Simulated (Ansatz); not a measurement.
The system is AlRu.

```
CELL_PARAMETERS angstrom
2.99160 0.00000 0.00000
0.00000 2.99160 0.00000
0.00000 0.00000 2.99160
ATOMIC_POSITIONS crystal
Ru 0.50000 0.50000 0.50000
Al 0.00000 0.00000 0.00000
```

Program: Ansatz 0.2.0. Alike in all runs: potentials or basis Ansatz PAW; cell as given. Hardware: 2 threads of Intel(R) Xeon(R) Processor @ 2.50GHz (Skylake/Cascade Lake), on a shared host.

Question: Order these runs on this cell by their wall time, lowest first.
A. task single point; level PBE; spin off; k mesh 9 × 9 × 9; cutoff (eV) 420; smearing gaussian 0.014 eV
B. task band structure; level r2SCAN; spin SOC, no magnetisation; k mesh 7 × 7 × 7; cutoff (eV) 500; smearing fermi-dirac 0.05 eV; points for each segment of the path 14
C. task band structure; level LDA; spin SOC, no magnetisation; k mesh 7 × 7 × 7; cutoff (eV) 420; smearing fermi-dirac 0.05 eV; points for each segment of the path 14

Answer: A (1.8 s), C (8.2 s), B (22 s).
